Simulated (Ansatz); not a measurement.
# Bi (Im-3m) in Ansatz: reference runs

Reference runs on Bi: the cell as given and a disturbed copy.

Program: Ansatz 0.2.0. These are calculated values, not measurements. Logs are shortened: lines on timing, memory, paths and dates and some standing lists are left out, and cuts for length are marked.

**1. Starting point**

It takes space group Im-3m (No. 229, cubic). Conventional cell: a = 3.963 Å, b = 3.963 Å, c = 3.963 Å, α = 90.00°, β = 90.00°, γ = 90.00°. Around Bi (site symmetry m-3m) lie 8 Bi at 3.43 Å.

This isn't the form of Bi at room conditions, which is rhombohedral.

**2. Single point, PBEsol**

Contents of input.yaml:

```yaml
crystal:
  lattice:
    - [-1.9814305318, 1.9814305318, 1.9814305318]
    - [1.9814305318, -1.9814305318, 1.9814305318]
    - [1.9814305318, 1.9814305318, -1.9814305318]
  atoms:
    - { symbol: Bi, position: [0.0, 0.0, 0.0] }
kpoints:
  mp_grid: { grid: [9, 9, 9] }
scf:
  occupations: { method: fermi_dirac, width: 0.05 }
hamiltonian:
  xc: pbesol
  pseudopotentials: { kind: all_electron, lapw: { basis_error: 0.001 } }
output:
  forces: true
  stress: true
  eigenvalues: true
  populations: true
```

Potentials or basis: all-electron LAPW, scalar-relativistic.

Launch:

```
$ ansatz run input.yaml --threads 1 --pin off --max-ram 3072MiB --backend cpu --events-out ev --progress --plain --runs-dir out
```

The log of the run:

```text
Warning: RAYON_NUM_THREADS=1 ignored (pool sized by the plan → 1); use --threads N
Bi: projections on atomic orbitals take those of the free atom 1s2 2s2 2p6 3s2 3p6 3d10 4s2 4p6 4d10 4f14 5s2 5p6 5d10 6s2 6p3, of charge +0.00 (hamiltonian.pseudopotentials.projection_atoms)
LAPW: plane waves up to 6.469 Å⁻¹, error target 1.0e-3 eV per atom; small_component_spin mean_spin; Bi in spheres of 1.716 Å, 37 of its electrons in bands, Dirac shells [] (how accurate: hamiltonian.pseudopotentials.lapw.basis_error, Limitations)
Engine: ansatz 0.2.0, aarch64-unknown-linux-gnu
Pseudopotentials: kind: all_electron
Pseudopotential: Bi, LAPW, valence charge 37, lapw/all_electron/scalar/gaussian/Bi, Koelling and Harmon's equation, gaussian nucleus
Functional definition: PBEsol
  exchange = pbesol_x
  correlation = pbesol_c
Crystal: 1 atoms, lattice volume = 31.117 Å³
Basis set: ecut = 159.45431731559933 eV, 141 PW (Γ), exchange–correlation at level 2
Bands: 23, of which v1, the nominal top of the filled ones, is band 19 counted from 1 (18 counted from 0)
Symmetry: 48 space group operations
Space group: Im-3m (ITA 229), of the structure as read, at distance tolerance 3.1e-5 Å
k-points: 35 of 729
Non-local potential: Bi, projectors of the file, none
Initial density: superposition of atomic densities (chi_scale 0.1, normalization cell)
Initial wavefunctions: plane waves of lowest kinetic energy (no species holds an atomic orbital)
Functional: x = pbesol(κ = 0.804, μ = 0.12345679012345678), c = pbesol(β = 0.046)
iter 1 solved again at ethr=1.35e-5 eV; its pass at ethr=1.00e-1 eV (dr2=5.01e-3 eV) is discarded
SCF iter   1: F=—  HF=-585551.394871 eV  |F-HF|=—  |Δ(HF+E_count)|=         —  Δρ=4.99e-3  dr2=5.07e-3  ethr=1.35e-5  ⟨swp⟩=3.7  Hψ=5304  notcnv=0
preconditioner: auto → Kerker (q_TF=auto, 2.808 Å⁻¹)  [metal: Δε(μ)=0.032 eV  Ē_g=23.916 eV  σ=0.050 eV  W_gap=0.15  n_scr=12 (ndim 8)  ℏωp=25.8 eV  f_vac=0.000  D(μ)=0.55/eV (n_scr^D=0)]
SCF iter   2: F=—  HF=-585551.387001 eV  |F-HF|=—  |Δ(HF+E_count)|=   7.87e-3  Δρ=3.11e-3  dr2=2.25e-3  ethr=1.35e-5  ⟨swp⟩=2.0  Hψ=2334  notcnv=0
SCF iter   3: F=—  HF=-585551.386730 eV  |F-HF|=—  |Δ(HF+E_count)|=   2.70e-4  Δρ=1.61e-3  dr2=7.56e-4  ethr=6.09e-6  ⟨swp⟩=2.0  Hψ=2333  notcnv=0
SCF iter   4: F=—  HF=-585551.386778 eV  |F-HF|=—  |Δ(HF+E_count)|=   4.81e-5  Δρ=8.18e-4  dr2=2.43e-4  ethr=2.04e-6  ⟨swp⟩=2.0  Hψ=2333  notcnv=0
SCF iter   5: F=—  HF=-585551.386874 eV  |F-HF|=—  |Δ(HF+E_count)|=   9.53e-5  Δρ=2.77e-4  dr2=3.75e-5  ethr=6.57e-7  ⟨swp⟩=2.0  Hψ=2333  notcnv=0
SCF iter   6: F=—  HF=-585551.386879 eV  |F-HF|=—  |Δ(HF+E_count)|=   4.72e-6  Δρ=1.03e-4  dr2=4.10e-6  ethr=1.01e-7  ⟨swp⟩=2.0  Hψ=2333  notcnv=0
iter 7 solved again at ethr=6.80e-10 eV; its pass at ethr=1.11e-8 eV (dr2=2.51e-7 eV) is discarded
SCF iter   7: F=—  HF=-585551.386879 eV  |F-HF|=—  |Δ(HF+E_count)|=   2.39e-7  Δρ=2.63e-5  dr2=2.52e-7  ethr=6.80e-10  ⟨swp⟩=2.0  Hψ=3966  notcnv=0
SCF iter   8: F=-585551.386879 eV  HF=-585551.386879 eV  |F-HF|=4.42e-9  |Δ(HF+E_count)|=   6.31e-8  Δρ=5.90e-6  dr2=8.22e-9  ethr=6.80e-10  ⟨swp⟩=2.0  Hψ=2333  notcnv=0
SCF 1 converged in 8 iterations: F = -585551.386879 eV  dr2 = 8.22e-9
SCF converged after 8 iterations
Free energy (F): -585551.386879 eV
Harris-Foulkes:  -585551.386879 eV  (|F-HF|=4.42e-9)
Internal energy: -585551.382728 eV  (E = F + TS)
E sigma→0 (E₀):  -585551.384803 eV
Entropy (-TS):   -0.004151 eV (-4.151 meV/atom)
Fermi energy:    15.717968 eV
--- Per-component energies (eV) ---
  E_band       = -2610.723539
  E_kinetic    = 677787.145215
  E_xc         = -10649.613846
  E_electrostatic = -1252688.914097  (all electrons and nuclei)
  E_smearing   = -0.004151  (= −TS)
  E_closure    = 0.000000  (closes the sum)
  E_atoms      = -585547.181600  (free atoms, spherical and without spin; not in F)
  Σ components = -585551.386879   (vs F -585551.386879, Δ=0.00e0)
  Basis errors (estimates in eV, not in F): energy 2.4e-4 per atom: plane waves 2.4e-4 (1.2e-4 summed), levels above the bands 8.6e-93, relativity 1.8e-8, radial functions 4.1e-6, core shells 7.6e-10; eigenvalues (radial functions only) 2.6e-5; not estimated: angular momenta, meshes, grids; target (lapw.basis_error) 1.0e-3; muffin-tin radii Bi 1.716 Å
--- Forces (eV/Å), atoms counted from 1 ---
  atom   1  Bi    -0.00000000     0.00000000     0.00000000
  max |Σ_I F_I| component: 1.19e-31 eV/Å
--- Stress (GPa, compression-positive) ---
       -1.951728       0.000000      -0.000000
        0.000000      -1.951728       0.000000
       -0.000000       0.000000      -1.951728
  P = ⅓ Tr σ = -1.9517 GPa (-19.517 kbar)
--- Band table (eV; the first three rows and the last of 35) ---
  k-point 0: bands = ["-137.6014", "-132.7562", "-132.7562", "-132.7562", "-132.7561", "-132.7561", "-132.7561", "-132.7559", "-75.8019", "-75.8019", "-75.8019", "-7.2649", "-7.2649", "-7.2649", "-7.1350", "-7.1350", "2.1808", "20.8215", "20.8215", "20.8215", "24.8205", "26.1467", "26.1467"]
  k-point 1: bands = ["-137.6014", "-132.7562", "-132.7562", "-132.7562", "-132.7561", "-132.7561", "-132.7561", "-132.7559", "-75.8021", "-75.8020", "-75.8019", "-7.2696", "-7.2570", "-7.2405", "-7.1404", "-7.1359", "2.4057", "18.8082", "20.1800", "20.6180", "24.4883", "25.2480", "25.8935"]
  k-point 2: bands = ["-137.6014", "-132.7562", "-132.7562", "-132.7562", "-132.7561", "-132.7561", "-132.7561", "-132.7559", "-75.8026", "-75.8022", "-75.8019", "-7.2814", "-7.2411", "-7.1781", "-7.1505", "-7.1382", "3.0638", "15.6862", "18.9652", "20.0954", "23.0439", "24.2770", "26.0573"]
  k-point 34: bands = ["-137.6013", "-132.7562", "-132.7562", "-132.7562", "-132.7561", "-132.7561", "-132.7561", "-132.7559", "-75.8033", "-75.8033", "-75.8033", "-7.2713", "-7.2668", "-7.0787", "-7.0787", "-7.0771", "7.1457", "13.7207", "14.0322", "14.0322", "19.3047", "19.9200", "30.7160"]
--- Löwdin populations: 1 site ---
  site symbol       q [e]
     0     Bi     82.9637
  spilling = 0.000438 (of n_electrons = 83.000000)
```

Wall time 4 s (1 thread of Arm Neoverse V2, shared host); peak memory 0.24 GiB.

Results:

| Property | Result |
| --- | --- |
| Free energy | -585551.3869 eV |
| Pressure | -2.0 GPa |
| Band gap on the k mesh | none (metal or under the smearing width) |

Caveat: spin-orbit coupling is left out, which moves the levels of the heavy elements.

**3. Single point, PBEsol (cell strained at random at fixed volume)**

Contents of input.yaml:

```yaml
crystal:
  lattice:
    - [-2.051092, 1.932264, 1.963721]
    - [2.009132, -1.95414, 1.943637]
    - [2.069958, 1.973006, -1.985597]
  atoms:
    - { symbol: Bi, position: [-0.013777, -0.017305, -0.019666] }
kpoints:
  mp_grid: { grid: [9, 9, 9] }
scf:
  occupations: { method: fermi_dirac, width: 0.05 }
hamiltonian:
  xc: pbesol
  pseudopotentials: { kind: all_electron, lapw: { basis_error: 0.001 } }
output:
  forces: true
  stress: true
  eigenvalues: true
  populations: true
```

Potentials or basis: all-electron LAPW, scalar-relativistic.

Launch:

```
$ ansatz run input.yaml --threads 1 --pin off --max-ram 3072MiB --backend cpu --events-out ev --progress --plain --runs-dir out
```

The log of the run:

```text
Warning: RAYON_NUM_THREADS=1 ignored (pool sized by the plan → 1); use --threads N
Bi: projections on atomic orbitals take those of the free atom 1s2 2s2 2p6 3s2 3p6 3d10 4s2 4p6 4d10 4f14 5s2 5p6 5d10 6s2 6p3, of charge +0.00 (hamiltonian.pseudopotentials.projection_atoms)
LAPW: plane waves up to 6.531 Å⁻¹, error target 1.0e-3 eV per atom; small_component_spin mean_spin; Bi in spheres of 1.704 Å, 37 of its electrons in bands, Dirac shells [] (how accurate: hamiltonian.pseudopotentials.lapw.basis_error, Limitations)
Engine: ansatz 0.2.0, aarch64-unknown-linux-gnu
Pseudopotentials: kind: all_electron
Pseudopotential: Bi, LAPW, valence charge 37, lapw/all_electron/scalar/gaussian/Bi, Koelling and Harmon's equation, gaussian nucleus
Functional definition: PBEsol
  exchange = pbesol_x
  correlation = pbesol_c
Crystal: 1 atoms, lattice volume = 31.117 Å³
Basis set: ecut = 162.5109653886781 eV, 143 PW (Γ), exchange–correlation at level 2
Bands: 23, of which v1, the nominal top of the filled ones, is band 19 counted from 1 (18 counted from 0)
Symmetry: 2 space group operations
Space group: P-1 (ITA 2), of the structure as read, at distance tolerance 3.1e-5 Å
k-points: 365 of 729
Non-local potential: Bi, projectors of the file, none
Initial density: superposition of atomic densities (chi_scale 0.1, normalization cell)
Initial wavefunctions: plane waves of lowest kinetic energy (no species holds an atomic orbital)
Functional: x = pbesol(κ = 0.804, μ = 0.12345679012345678), c = pbesol(β = 0.046)
[... 18 lines left out ...]
Fermi energy:    15.741541 eV
--- Per-component energies (eV) ---
  E_band       = -2610.787792
  E_kinetic    = 677787.160554
  E_xc         = -10649.614947
  E_electrostatic = -1252688.922122  (all electrons and nuclei)
  E_smearing   = -0.004848  (= −TS)
  E_closure    = 0.000000  (closes the sum)
  E_atoms      = -585547.181600  (free atoms, spherical and without spin; not in F)
  Σ components = -585551.381363   (vs F -585551.381363, Δ=0.00e0)
  Basis errors (estimates in eV, not in F): energy 2.4e-4 per atom: plane waves 2.4e-4 (1.3e-4 summed), levels above the bands 6.3e-92, relativity 1.6e-8, radial functions 3.6e-6, core shells 9.9e-10; eigenvalues (radial functions only) 2.3e-5; not estimated: angular momenta, meshes, grids; target (lapw.basis_error) 1.0e-3; muffin-tin radii Bi 1.704 Å
--- Forces (eV/Å), atoms counted from 1 ---
  atom   1  Bi     0.00000000     0.00000000     0.00000000
  max |Σ_I F_I| component: 0.00e0 eV/Å
--- Stress (GPa, compression-positive) ---
       -2.628763      -0.097730       0.382438
       -0.097730      -1.554547       0.087362
        0.382438       0.087362      -1.568664
  P = ⅓ Tr σ = -1.9173 GPa (-19.173 kbar)
--- Band table (eV; the first three rows and the last of 365) ---
  k-point 0: bands = ["-137.6033", "-132.7584", "-132.7584", "-132.7580", "-132.7579", "-132.7575", "-132.7575", "-132.7573", "-75.8050", "-75.8044", "-75.8022", "-7.2800", "-7.2728", "-7.2470", "-7.1444", "-7.1314", "2.1776", "20.5632", "20.8908", "20.9683", "24.7660", "25.8358", "26.2912"]
  k-point 1: bands = ["-137.6033", "-132.7584", "-132.7584", "-132.7580", "-132.7579", "-132.7575", "-132.7575", "-132.7573", "-75.8052", "-75.8044", "-75.8023", "-7.2757", "-7.2670", "-7.2303", "-7.1479", "-7.1341", "2.3966", "18.6681", "20.2413", "20.6978", "24.5028", "25.4605", "25.9297"]
  k-point 2: bands = ["-137.6033", "-132.7584", "-132.7584", "-132.7580", "-132.7579", "-132.7575", "-132.7575", "-132.7573", "-75.8055", "-75.8044", "-75.8026", "-7.2856", "-7.2463", "-7.1763", "-7.1562", "-7.1384", "3.0368", "15.5555", "19.1002", "20.2322", "23.1957", "24.5178", "25.9637"]
  k-point 364: bands = ["-137.6032", "-132.7584", "-132.7584", "-132.7580", "-132.7579", "-132.7575", "-132.7575", "-132.7573", "-75.8061", "-75.8051", "-75.8024", "-7.2791", "-7.2421", "-7.1496", "-7.1429", "-7.1067", "4.4580", "12.9279", "16.2014", "17.0525", "24.6940", "25.9085", "27.9573"]
--- Löwdin populations: 1 site ---
  site symbol       q [e]
     0     Bi     82.9632
  spilling = 0.000444 (of n_electrons = 83.000000)
```

Run time: 36 s. Hardware: 1 thread of Arm Neoverse V2, shared host; peak memory 0.52 GiB.

What came out:

| Quantity | Value |
| --- | --- |
| Free energy | -585551.3814 eV |
| Pressure | -1.9 GPa |
| Band gap on the k mesh | none (metal or under the smearing width) |

Stress tensor (GPa, compression positive):
```
-2.63 -0.10  0.38
-0.10 -1.55  0.09
 0.38  0.09 -1.57
```

Levels at points of the mesh, in eV from the Fermi level:
| k point | band 17 | band 18 | band 19 | band 20 | band 21 | band 22 |
| --- | --- | --- | --- | --- | --- | --- |
| (0.00, 0.00, 0.00) | -13.56 | 4.82 | 5.15 | 5.23 | 9.02 | 10.09 |

Caveat: spin-orbit coupling is left out, which moves the levels of the heavy elements.
